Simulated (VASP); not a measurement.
# Li16H (a cell with a defect) in VASP: notebook

The runs below take Li16H (a cell with a defect) through single point, relaxation of the atoms, with PBEsol.

Program: VASP 6.6.1. These are calculated values, not measurements. Logs are shortened: lines on timing, memory, paths and dates and some standing lists are left out, and cuts for length are marked.

### 1 The structure

The cell holds a defect, 17 atoms: a = 6.980 Å, b = 6.980 Å, c = 6.980 Å, α = 90.00°, β = 90.00°, γ = 90.00°.

The cell was built by a generator and needn't be a form met in nature.

### 2 Single point, PBEsol

File INCAR:

```
SYSTEM = Li16H
  PREC = Accurate
  ENCUT = 520
  EDIFF = 1E-6
  ISMEAR = -1
  SIGMA = 0.1
  LREAL = Auto
  LASPH = .TRUE.
  NELM = 100
  ALGO = Normal
  ISIF = 2
  LWAVE = .FALSE.
  LCHARG = .FALSE.
  GGA = PS
  NBANDS = 38
```

File KPOINTS:

```
Automatic mesh
0
G
  2 2 2
  0 0 0
```

File POSCAR:

```
Li16H
1.0
    6.9800000000      0.0000000000      0.0000000000
    0.0000000000      6.9800000000      0.0000000000
    0.0000000000      0.0000000000      6.9800000000
Li H
16 1
Direct
   -0.0106240680      0.0071856400      0.0000987647
    0.4983431782      0.0018934118      0.0000860822
   -0.0101550526      0.4930996126      0.0000948152
    0.0030137044     -0.0019109363      0.5002945751
    0.2508314663      0.2501543122      0.2474894458
    0.4995692050      0.4971838574      0.0001034708
    0.5016425057      0.0029015336      0.5000505116
    0.7601180524      0.2501605808      0.2432980510
    0.0028124960      0.5020290040      0.5002887558
    0.2484956602      0.7500934631      0.2475243563
    0.2515850725      0.2501370192      0.7519482746
    0.5014591012      0.4977549920      0.5000651881
    0.7471984311      0.7504674924      0.2519967143
    0.7604140968      0.2501651709      0.7568895637
    0.2483833393      0.7500788834      0.7528851463
    0.7470723777      0.7504734512      0.7480757517
    0.8740233340      0.2531370117      0.0019039327
```

Potentials or basis: VASP PAW PBE potentials, release 64 (Li_sv, H).

The run is started by

```sh
cat potpaw_PBE.64/Li_sv/POTCAR potpaw_PBE.64/H/POTCAR > POTCAR
mpirun -np 1 vasp_std > vasp.out
```

OUTCAR:

```text
SYSTEM = Li16H
   PREC = Accurate
   ENCUT = 520
   EDIFF = 1E-6
   ISMEAR = -1
   LREAL = Auto
   LASPH = .TRUE.
   NELM = 100
   ISIF = 2
   GGA = PS

 ion  position               nearest neighbor table
   1  0.989  0.007  0.000-
   2  0.498  0.002  0.000-
   3  0.990  0.493  0.000-
   4  0.003  0.998  0.500-
   5  0.251  0.250  0.247-
   6  0.500  0.497  0.000-
[... 9 lines left out ...]
  16  0.747  0.750  0.748-
  17  0.874  0.253  0.002-

  LATTYP: Found a simple cubic cell.
 ALAT       =     6.9800000000

  Lattice vectors:

 A1 = (   6.9800000000,   0.0000000000,   0.0000000000)
 A2 = (   0.0000000000,   6.9800000000,   0.0000000000)
 A3 = (   0.0000000000,   0.0000000000,   6.9800000000)

Analysis of symmetry for initial positions (statically):
=====================================================================
 Subroutine PRICEL returns:
 Original cell was already a primitive cell.

 Routine SETGRP: Setting up the symmetry group for a
 simple cubic supercell.

 Subroutine GETGRP returns: Found  1 space group operations
 (whereof  1 operations were pure point group operations)
 out of a pool of 48 trial point group operations.

The static configuration has the point symmetry C_1 .

Analysis of symmetry for dynamics (positions and initial velocities):
=====================================================================
 Subroutine PRICEL returns:
 Original cell was already a primitive cell.

 Routine SETGRP: Setting up the symmetry group for a
 simple cubic supercell.

 Subroutine GETGRP returns: Found  1 space group operations
 (whereof  1 operations were pure point group operations)
 out of a pool of 48 trial point group operations.

The dynamic configuration has the point symmetry C_1 .

 Subroutine INISYM returns: Found  1 space group operations
 (whereof  1 operations are pure point group operations),
 and found     1 'primitive' translations

----------------------------------------------------------------------------------------

                                     Primitive cell

  volume of cell :     340.0684

[... 100 lines left out ...]
   NELM   =    100;   NELMIN=  2; NELMDL= -5     # of ELM steps
   EDIFF  = 0.1E-05   stopping-criterion for ELM
   LREAL  =      T    real-space projection
   EDIFFG = 0.1E-04   stopping-criterion for IOM
   NSW    =      0    number of steps for IOM
   IBRION =     -1    ionic relax: 0-MD 1-quasi-New 2-CG
   NFREE  =      0    steps in history (QN), initial steepest desc. (CG)
   ISIF   =      2    stress and relaxation
   ISYM   =      2    0-nonsym 1-usesym 2-fastsym
   POTIM  = 0.5000    time-step for ionic-motion
   TEBEG  =    0.0;   TEEND  =   0.0 temperature during run
   PSTRESS=    0.0 pullay stress
   NELECT =      49.0000    total number of electrons
   NUPDOWN=      -1.0000    fix difference up-down
   EMIN   =  10.00;   EMAX   =-10.00  energy-range for DOS
   EFERMI =   0.00;   METHOD = LEGACY
   ISMEAR =    -1;   SIGMA  =   0.10  broadening in eV -4-tet -1-fermi 0-gaus
   EFERMI_NEDOS =   21; number of points for ismear=-14 and -15
   IALGO  =     38    algorithm
   IMIX   =      4    mixing-type and parameters
     AMIX     =   0.40;   BMIX     =  1.00
     AMIX_MAG =   1.60;   BMIX_MAG =  1.00
  volume/ion in A,a.u.               =      20.00       134.99
  Fermi-wavevector in a.u.,A,eV,Ry     =   0.858258  1.621873 10.022155  0.736608
  Thomas-Fermi vector in A             =   1.975436
   LORBIT       =      0    0 simple, 1 ext, 2 COOP (PROOUT), +10 PAW based schemes
   GGA     = PS    functional components
   LHFCALC =     F    Hartree Fock is set to
   AEXX    =    0.0000 exact exchange contribution
   IVDW    =     0    specifies the selected vdW correction
   LEPSILON=     F    determine dielectric tensor
   LRPA    =     F    only Hartree local field effects (RPA)
 non-spin polarized calculation
  energy-cutoff  :      520.00
  volume of cell :      340.07
 maximum number of plane-waves:      9124
 NGX is ok and might be reduce to    54
   NGX = 25   NGY = 25   NGZ = 25

 number of electron      48.9999972 magnetization

 Free energy of the ion-electron system (eV)
  ---------------------------------------------------
  ext. energy  EPLUGINS =         0.00000000
  ---------------------------------------------------
  free energy    TOTEN  =       -35.02865413 eV

  energy without entropy =      -34.65577195  energy(sigma->0) =      -34.84221304

 E-fermi :   0.4171     XC(G=0):  -6.9497

 val. band max:        0.3628599858   @ k =   0.0000   0.5000   0.5000
 cond. band min:       0.4223199227   @ k =   0.5000   0.0000   0.5000
 fundamental gap:      0.0594599369
 Fermi energy:         0.4170721515

 k-point     1 :       0.0000    0.0000    0.0000
  band No.  band energies     occupation
      1     -45.5293      2.00000
      2     -45.5237      2.00000
      3     -45.5220      2.00000
      4     -45.5195      2.00000
      5     -45.4720      2.00000
      6     -45.4647      2.00000
[... 301 lines left out ...]
     35       3.0637      0.00000
     36       3.0766      0.00000
 [bands above 36 left out]

------------------------ aborting loop because EDIFF is reached ----------------------------------------

  FORCE on cell =-STRESS in cart. coord.  units (eV):
  Direction    XX          YY          ZZ          XY          YZ          ZX
  --------------------------------------------------------------------------------------
  -------------------------------------------------------------------------------------
  Total       -1.6346031     -1.4497423     -1.4259998      0.0503624     -0.0002831     -0.0306911
  in kB       -7.7011689     -6.8302268     -6.7183678      0.2372744     -0.0013338     -0.1445960
  external PRESSURE =      -7.0832545 kB  Pullay stress =       0.0000000 kB

 VOLUME and BASIS-vectors are now :
 -----------------------------------------------------------------------------
  energy-cutoff  :      520.00
  volume of cell :      340.07
      direct lattice vectors                 reciprocal lattice vectors
     6.980000000  0.000000000  0.000000000     0.143266476  0.000000000  0.000000000
     0.000000000  6.980000000  0.000000000     0.000000000  0.143266476  0.000000000
     0.000000000  0.000000000  6.980000000     0.000000000  0.000000000  0.143266476

 POSITION                                       TOTAL-FORCE (eV/Angst)
 -----------------------------------------------------------------------------------
      6.90584      0.05016      0.00069        -0.007671      0.053612      0.000633
      3.47844      0.01322      0.00060         0.016608      0.014895     -0.000989
      6.90912      3.44184      0.00066         0.009436     -0.007264      0.000396
      0.02104      6.96666      3.49206        -0.002871      0.014308      0.000063
      1.75080      1.74608      1.72748        -0.012788     -0.000911     -0.012759
      3.48699      3.47034      0.00072         0.014029     -0.011173     -0.000370
[... 9 lines left out ...]
      5.21457      5.23830      5.22157        -0.002119     -0.000202      0.008426
      6.10068      1.76690      0.01329         0.002606     -0.051586     -0.032101
 -----------------------------------------------------------------------------------
    total drift:                               -0.011617     -0.001552     -0.000243

  FREE ENERGIE OF THE ION-ELECTRON SYSTEM (eV)
  ---------------------------------------------------
  free  energy   TOTEN  =       -35.0286541311 eV

  energy  without entropy=      -34.6557719535  energy(sigma->0) =      -34.84221304
```

stdout:

```text
POSCAR found type information on POSCAR LiH
 POSCAR found :  2 types and      17 ions
 scaLAPACK will be used
 -----------------------------------------------------------------------------
|                                                                             |
|                                                                             |
|     You enforced a specific xc type in the INCAR file but a different       |
|     I HOPE YOU KNOW WHAT YOU ARE DOING!                                     |
|                                                                             |
 -----------------------------------------------------------------------------

 LDA part: xc-table for (Slater+PW92), standard interpolation
 POSCAR, INCAR and KPOINTS ok, starting setup
 FFT: planning ... GRIDC
 FFT: planning ... GRID_SOFT
 FFT: planning ... GRID
 WAVECAR not read
 entering main loop
```

Run time: 1.7 min. Hardware: 1 thread of Intel Xeon Platinum 8488C (Sapphire Rapids), shared host; peak memory 0.37 GiB.

What came out:

* Free energy: -35.0287 eV
* Largest force: 0.061 eV/Å
* Band gap on the k mesh: none (metal or under the smearing width)

Forces in eV/Å, atoms in the order of the input:
```
Li  -0.008  0.054  0.001
Li   0.017  0.015 -0.001
Li   0.009 -0.007  0.000
Li  -0.003  0.014  0.000
Li  -0.013 -0.001 -0.013
Li   0.014 -0.011  0.000
Li   0.013  0.017  0.000
Li  -0.003  0.002 -0.008
Li  -0.006 -0.013  0.000
Li  -0.014 -0.001 -0.020
Li  -0.013  0.000  0.014
Li   0.013 -0.016 -0.001
Li  -0.001  0.000 -0.008
Li   0.007  0.001  0.038
Li  -0.014  0.000  0.022
Li  -0.002  0.000  0.008
H    0.003 -0.052 -0.032
```

Levels at points of the mesh, in eV from the Fermi level:
| k point | band 22 | band 23 | band 24 | band 25 | band 26 | band 27 |
| --- | --- | --- | --- | --- | --- | --- |
| (0.00, 0.00, 0.00) | -1.02 | -0.96 | -0.24 | 0.34 | 0.34 | 0.35 |
| (0.50, 0.00, 0.00) | -0.52 | -0.49 | -0.49 | -0.49 | -0.45 | 0.47 |
| (0.00, 0.50, 0.00) | -0.53 | -0.50 | -0.49 | -0.46 | -0.45 | 0.65 |
| (0.00, 0.00, 0.50) | -0.53 | -0.50 | -0.49 | -0.47 | -0.45 | 0.65 |
| (0.50, 0.50, 0.00) | 0.01 | 0.05 | 0.06 | 0.08 | 0.08 | 0.10 |
| (0.00, 0.50, 0.50) | -0.05 | 0.07 | 0.08 | 0.08 | 0.10 | 0.10 |
| (0.50, 0.00, 0.50) | 0.01 | 0.05 | 0.06 | 0.08 | 0.08 | 0.10 |
| (0.50, 0.50, 0.50) | -1.62 | -1.60 | -1.60 | 0.53 | 2.43 | 2.51 |

Caveat: the k mesh is coarse (spacing up to 0.45 Å⁻¹), so the values aren't converged; the cutoff is under 1.25 times the usual one of these potentials, so pressure, stress and relaxed cells hold a basis-set (Pulay) error; the PAW data sets were made with another functional, which shifts forces and pressure a little.

### 3 Relaxation of the atoms, PBEsol

File INCAR:

```
SYSTEM = Li16H
PREC = Accurate
ENCUT = 520
EDIFF = 1E-6
ISMEAR = -1
SIGMA = 0.1
LREAL = Auto
LASPH = .TRUE.
NELM = 100
ALGO = Normal
ISIF = 2
LWAVE = .FALSE.
LCHARG = .FALSE.
GGA = PS
IBRION = 2
NSW = 45
EDIFFG = -0.08
```

KPOINTS is that of step 2.

File POSCAR:

```
Li16H
1.0
    6.9800000000      0.0000000000      0.0000000000
    0.0000000000      6.9800000000      0.0000000000
    0.0000000000      0.0000000000      6.9800000000
Li H
16 1
Direct
    0.0000000000      0.0000000000      0.0000000000
    0.5000000000      0.0000000000      0.0000000000
    0.0000000000      0.5000000000      0.0000000000
    0.0000000000      0.0000000000      0.5000000000
    0.2500000000      0.2500000000      0.2500000000
    0.5000000000      0.5000000000      0.0000000000
    0.5000000000      0.0000000000      0.5000000000
    0.7500000000      0.2500000000      0.2500000000
    0.0000000000      0.5000000000      0.5000000000
    0.2500000000      0.7500000000      0.2500000000
    0.2500000000      0.2500000000      0.7500000000
    0.5000000000      0.5000000000      0.5000000000
    0.7500000000      0.7500000000      0.2500000000
    0.7500000000      0.2500000000      0.7500000000
    0.2500000000      0.7500000000      0.7500000000
    0.7500000000      0.7500000000      0.7500000000
    0.8741829000      0.2550045000      0.0030934000
```

Potentials or basis: VASP PAW PBE potentials, release 64 (Li_sv, H).

The run is started by

```sh
cat potpaw_PBE.64/Li_sv/POTCAR potpaw_PBE.64/H/POTCAR > POTCAR
mpirun -np 1 vasp_std > vasp.out
```

Run time: 4.8 min. Hardware: 1 thread of Intel Xeon Platinum 8488C (Sapphire Rapids), shared host; peak memory 0.41 GiB.

Results (log left out):

- Free energy: -35.0265 eV
- Energy gained by relaxing: 2.5 meV/atom
- Ionic steps: 5
- Largest force after relaxing: 0.055 eV/Å
- Band gap on the k mesh: none (metal or under the smearing width)

Forces on the atoms (eV/Å):
```
Li  -0.008 -0.013  0.001
Li  -0.012  0.014  0.001
Li  -0.021 -0.018  0.001
Li   0.005  0.015  0.001
Li   0.015  0.001 -0.016
Li  -0.013 -0.013  0.001
Li   0.040  0.035  0.001
Li   0.013  0.003 -0.006
Li   0.005 -0.014  0.000
Li  -0.037  0.003 -0.036
Li   0.015  0.002  0.017
Li   0.040 -0.031  0.002
Li  -0.006  0.002 -0.013
Li   0.005  0.003 -0.012
Li  -0.038  0.003  0.039
Li  -0.005  0.002  0.014
H    0.003  0.005  0.005
```

Step by step:
| step | energy change (eV) | largest force (eV/Å) | pressure (GPa) |
| --- | --- | --- | --- |
| 1 | 0.0000 | 0.2499 | -0.83 |
| 2 | -0.0095 | 0.2230 | -0.81 |
| 3 | -0.0310 | 0.1339 | -0.77 |
| 4 | -0.0398 | 0.0920 | -0.67 |
| 5 | -0.0424 | 0.0549 | -0.71 |

Final structure:
```yaml
crystal:
  lattice:
    - [6.98000, 0.00000, 0.00000]
    - [0.00000, 6.98000, 0.00000]
    - [0.00000, 0.00000, 6.98000]
  atoms:
    - { symbol: Li, position: [0.99206, 0.01114, 0.00024] }
    - { symbol: Li, position: [0.49964, 0.00077, 0.00002] }
    - { symbol: Li, position: [0.99337, 0.49173, 0.00021] }
    - { symbol: Li, position: [0.00066, 0.99901, 0.50010] }
    - { symbol: Li, position: [0.25011, 0.25004, 0.24897] }
    - { symbol: Li, position: [0.50005, 0.49882, 0.00003] }
    - { symbol: Li, position: [0.49997, 0.00031, 0.50002] }
    - { symbol: Li, position: [0.75674, 0.25035, 0.24135] }
    - { symbol: Li, position: [0.00062, 0.50089, 0.50009] }
    - { symbol: Li, position: [0.25012, 0.75004, 0.24977] }
    - { symbol: Li, position: [0.25036, 0.25003, 0.75078] }
    - { symbol: Li, position: [0.49986, 0.49980, 0.50003] }
    - { symbol: Li, position: [0.74937, 0.75016, 0.25091] }
    - { symbol: Li, position: [0.75758, 0.25038, 0.76049] }
    - { symbol: Li, position: [0.25005, 0.75004, 0.75029] }
    - { symbol: Li, position: [0.74935, 0.75016, 0.74903] }
    - { symbol: H, position: [0.87427, 0.25133, 0.00076] }
```

Levels at points of the mesh, in eV from the Fermi level:
| k point | band 21 | band 22 | band 23 | band 24 | band 25 | band 26 | band 27 | band 28 |
| --- | --- | --- | --- | --- | --- | --- | --- | --- |
| (0.00, 0.00, 0.00) | -1.03 | -1.02 | -0.95 | -0.24 | 0.34 | 0.34 | 0.35 | 0.35 |
| (0.50, 0.00, 0.00) | -0.54 | -0.53 | -0.50 | -0.50 | -0.48 | -0.44 | 0.47 | 1.11 |
| (0.00, 0.50, 0.00) | -0.54 | -0.53 | -0.50 | -0.49 | -0.46 | -0.45 | 0.65 | 1.07 |
| (0.00, 0.00, 0.50) | -0.54 | -0.53 | -0.50 | -0.49 | -0.46 | -0.45 | 0.65 | 1.07 |
| (0.50, 0.50, 0.00) | -1.26 | 0.00 | 0.05 | 0.06 | 0.08 | 0.08 | 0.11 | 0.12 |
| (0.00, 0.50, 0.50) | -1.21 | -0.05 | 0.07 | 0.08 | 0.08 | 0.10 | 0.10 | 0.10 |
| (0.50, 0.00, 0.50) | -1.26 | 0.00 | 0.05 | 0.06 | 0.08 | 0.08 | 0.10 | 0.12 |
| (0.50, 0.50, 0.50) | -1.65 | -1.63 | -1.59 | -1.59 | 0.52 | 2.42 | 2.51 | 2.51 |

Caveat: the k mesh is coarse (spacing up to 0.45 Å⁻¹), so the values aren't converged; the cutoff is under 1.25 times the usual one of these potentials, so pressure, stress and relaxed cells hold a basis-set (Pulay) error; the PAW data sets were made with another functional, which shifts forces and pressure a little; the relaxation stopped at a loose force limit of 0.08 eV/Å, so its end isn't a converged minimum.
